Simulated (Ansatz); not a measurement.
A run of Ansatz 0.2.0 is set up as follows.

Contents of input.yaml:

```yaml
crystal:
  lattice:
    - [1.938694, -1.95319015, 0.0]
    - [1.938694, 1.95319015, 0.0]
    - [0.0, 0.0, 3.0994300413]
  atoms:
    - { symbol: Ni, position: [0.5, 0.5, 0.5], spin: 0.8 }
    - { symbol: Al, position: [0.0, 0.0, 0.0] }
hamiltonian:
  xc: pbesol
  pseudopotentials: { kind: paw }
magnetization:
  spin_polarized: true
  initial_magnetization: 0.8
  spin_locking: { lock_magnetization: hard }
kpoints:
  mp_grid: { grid: [8, 8, 7] }
scf:
  occupations: { method: fermi_dirac, width: 0.05 }
  lower_state_search: "off"
output:
  forces: true
  stress: true
  eigenvalues: true
```

Potentials or basis: Ansatz PAW.

Command:

```bash
$ ansatz run input.yaml --threads 2 --pin off --max-ram 5632MiB --backend cpu --events-out ev --progress --plain --runs-dir out
```

Estimate the pressure.

2.8 GPa.

Stress tensor (GPa, compression positive):
```
 5.13  0.00  0.00
 0.00  3.33  0.00
 0.00  0.00 -0.08
```

Caveat: the total moment is fixed, so each spin has its own Fermi level; the PAW data sets come from PBE, with cores solved anew for the run's functional, which leaves a small shift of forces and pressure; the thresholds are loose for stress.
